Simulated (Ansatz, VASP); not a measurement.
## BN: VASP beside Ansatz

```
B N
1.0
     1.25112    0.72234    3.37293
    -1.25112    0.72234    3.37293
     0.00000   -1.44467    3.37293
B N
1 1
Direct
  0.99967 0.99967 0.99967
  0.33276 0.33276 0.33276
```

The cell is a database's computed one.

Alike in both runs: task relaxation of cell and atoms; functional PBE; dispersion D3(BJ); k mesh 12 × 12 × 12; occupations gaussian, width 0.02 eV; no spin polarisation.

|  | VASP | Ansatz |
| --- | --- | --- |
| version | VASP 6.6.1 | Ansatz 0.2.0 |
| potentials or method | VASP PAW PBE potentials, release 64 (B, N) | scalar-relativistic, plane waves, PAW |
| plane-wave cutoff (eV) | 600 | 420 |
| valence electrons in the cell | 8 | 8 |

Ansatz gave:

- gap on the k mesh at the Fermi level, each at its own relaxed structure (eV): 4.24
- relaxed volume (Å³/atom): 8.96
- relaxed cell length with the largest relative difference (Å): 3.599
- energy change over the relaxation (meV/atom): -1

**Question.** Which values does VASP return?

**Answer.** gap on the k mesh at the Fermi level, each at its own relaxed structure (eV): 4.22; relaxed volume (Å³/atom): 8.88; relaxed cell length with the largest relative difference (Å): 3.573; energy change over the relaxation (meV/atom): -1.

A k mesh can miss the band edges. PBE gaps usually lie below the measured ones, often by a third to a half.
